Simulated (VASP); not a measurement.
# BN, self-consistent run: which settings are enough?

BN, P3m1 (no. 156), 4 atoms in the cell. RSCAN; PAW potentials N, B (PBE set). VASP 6.6.1. The cell is changed on purpose: last atom moved by 0.05 Å along z, cell strained by +1.5% along z.

Wanted: energy within 0.5 meV/atom.

What the run is for: energy; Accuracy asked: tight.

POSCAR:
```
BN
1.0
    2.4982400000      0.0000000000      0.0000000000
   -1.2491200000      2.1635393048      0.0000000000
    0.0000000000      0.0000000000      6.7352355000
N B
2 2
Direct
    0.6666666700      0.3333333300      0.2500000000
    0.3333333300      0.6666666700      0.7500000000
    0.6666666700      0.3333333300      0.7500000000
    0.3333333300      0.6666666700      0.2575350000
```

The series start from Plane-wave cutoff (eV): 520; k-point mesh: 10 × 10 × 4; Precision mode (PREC): Accurate; Electronic threshold (eV): 1e-6; Bands in all (NBANDS): 20; Aspherical gradient terms in the spheres (LASPH): yes; Electronic algorithm: ALGO=Normal; Support grid and gradient cutoff: ADDGRID=False GGA_COMPAT=False; Delay and inner steps: defaults. Each series keeps the choices made before it, and each single choice may use up half of a tolerance.

## Plane-wave cutoff (eV)

| Plane-wave cutoff (eV) | Energy less reference (meV/atom) | SCF iterations | Time (s) |
|---|---|---|---|
| 320 | 36.50 | 22 | 37 |
| 400 | 14.69 | 19 | 46 |
| 460 | 2.22 | 21 | 72 |
| 520 | 0.06 | 19 | 67 |
| 600 | -0.76 | 19 | 88 |
| 700 | -0.72 | 19 | 108 |
| 840 (reference) | 0.00 | 19 | 110 |

Chosen: 840; the next looser run is off by more than half of the tolerance, so convergence isn't shown beyond this value.

## k-point mesh

| k-point mesh | Energy less reference (meV/atom) | SCF iterations | Time (s) |
|---|---|---|---|
| 3 × 3 × 1 | 72.78 | 19 | 25 |
| 4 × 4 × 2 | 10.20 | 19 | 34 |
| 5 × 5 × 2 | 3.51 | 19 | 34 |
| 7 × 7 × 2 | 0.32 | 19 | 52 |
| 8 × 8 × 3 | 0.03 | 19 | 65 |
| 10 × 10 × 4 | 0.00 | 19 | 110 |
| 13 × 13 × 4 | 0.00 | 19 | 152 |
| 16 × 16 × 5 | 0.00 | 19 | 208 |
| 20 × 20 × 7 (reference) | 0.00 | 19 | 379 |

Chosen: 8 × 8 × 3, the loosest value from which every tighter one stays within half of the tolerance.

## Precision mode (PREC)

| Precision mode (PREC) | Energy less reference (meV/atom) | SCF iterations | Time (s) |
|---|---|---|---|
| Low | -0.17 | 19 | 33 |
| SingleN | -0.17 | 19 | 37 |
| Normal | 0.00 | 19 | 43 |
| Accurate (reference) | 0.00 | 19 | 65 |

Chosen: Low.

## Electronic threshold (eV)

| Electronic threshold (eV) | Energy less reference (meV/atom) | SCF iterations | Time (s) |
|---|---|---|---|
| 0.001 | 0.02 | 15 | 36 |
| 0.0001 | 0.01 | 16 | 33 |
| 1e-5 | 0.00 | 19 | 35 |
| 1e-6 | 0.00 | 19 | 33 |
| 1e-7 (reference) | 0.00 | 23 | 42 |

Chosen: 0.001.

## Bands in all (NBANDS)

| Bands in all (NBANDS) | Energy less reference (meV/atom) | SCF iterations | Time (s) |
|---|---|---|---|
| 9 | -0.02 | 15 | 14 |
| 10 | -0.03 | 16 | 16 |
| 12 | -0.03 | 16 | 18 |
| 14 | -0.02 | 15 | 18 |
| 20 | -0.01 | 15 | 36 |
| 32 (reference) | 0.00 | 15 | 36 |

Chosen: 9.

## Aspherical gradient terms in the spheres (LASPH)

| Aspherical gradient terms in the spheres (LASPH) | Energy less reference (meV/atom) | SCF iterations | Time (s) |
|---|---|---|---|
| yes | 0.00 | 15 | 14 |
| no | -0.96 | 15 | 9.9 |

Chosen: yes; no other choice that stays within half of the tolerance saves 30 % of the time.

## Electronic algorithm

| Electronic algorithm | Energy less reference (meV/atom) | SCF iterations | Time (s) |
|---|---|---|---|
| ALGO=Normal | 0.00 | 15 | 14 |
| ALGO=Fast | 1.08 | 16 | 17 |
| ALGO=VeryFast | 0.27 | 20 | 19 |
| ALGO=All ISEARCH=1 | 0.07 | 12 | 14 |
| ALGO=All ISEARCH=0 | 0.07 | 12 | 14 |
| ALGO=Damped TIME=0.4 | 0.12 | 20 | 17 |
| ALGO=Damped TIME=0.1 | 0.31 | 40 | 31 |
| ALGO=Old Fast | 0.10 | 15 | 15 |

Chosen: ALGO=Normal.

## Support grid and gradient cutoff

| Support grid and gradient cutoff | Energy less reference (meV/atom) | SCF iterations | Time (s) |
|---|---|---|---|
| ADDGRID=False GGA_COMPAT=False | 0.00 | 15 | 14 |
| ADDGRID=True GGA_COMPAT=False | -0.08 | 15 | 14 |
| ADDGRID=False GGA_COMPAT=True | 0.00 | 15 | 12 |

Chosen: ADDGRID=False GGA_COMPAT=False.

## Delay and inner steps

| Delay and inner steps | Energy less reference (meV/atom) | SCF iterations | Time (s) |
|---|---|---|---|
| defaults | 0.00 | 15 | 14 |
| NELMDL=-2 | -0.01 | 11 | 11 |
| NELMDL=-8 | 0.00 | 18 | 17 |
| NELMDL=-12 | 0.00 | 22 | 16 |
| NRMM=2 | 0.00 | 15 | 16 |
| NRMM=6 | 0.00 | 15 | 14 |
| WEIMIN=0.001 | 0.00 | 15 | 12 |

Chosen: defaults.

## All choices together

| Input | Energy less reference (meV/atom) | Time (s) |
|---|---|---|
| the program's defaults (naive) | 13.32 | 3.9 |
| chosen settings | -0.13 | 14 |
| reference settings throughout | 0.00 | 934 |

The chosen settings stay within the tolerance of the reference run, but the reference itself isn't shown to be converged in: Plane-wave cutoff (eV).

## The input

INCAR:
```
ADDGRID  = False        
ALGO     = Normal         # electronic algorithm
EDIFF    = 0.001          # SCF threshold, eV
EFERMI   = MIDGAP       
ENCUT    = 840            # plane-wave cutoff, eV
GGA_COMPAT= False        
ISIF     = 2              # what is computed and relaxed
ISMEAR   = 0              # smearing method
KPAR     = 2            
LASPH    = True           # aspherical terms in the spheres
LCHARG   = False          # write CHGCAR
LMIXTAU  = True         
LREAL    = False          # projectors in reciprocal space
LWAVE    = False          # write WAVECAR
METAGGA  = RSCAN          # meta-GGA
NBANDS   = 9              # bands
NELM     = 120            # most SCF steps
PREC     = Low            # precision mode
SIGMA    = 0.03           # smearing width, eV
```

KPOINTS:
```
Automatic mesh
0
Gamma
  8 8 3
  0 0 0
```

Commands:
```
cat potpaw_PBE.64/N/POTCAR potpaw_PBE.64/B/POTCAR > POTCAR
mpirun -np 2 vasp_std > vasp.out
```

The chosen input took VASP 6.6.1 14 s on 2 cores (Intel Xeon Platinum 8488C (Sapphire Rapids)), a shared host.

## An input that fails: too few electronic steps

The electronic loop stops at its limit of 6 steps.

Changes against the starting input:
```
- NELM = 120
+ NELM = 6
```
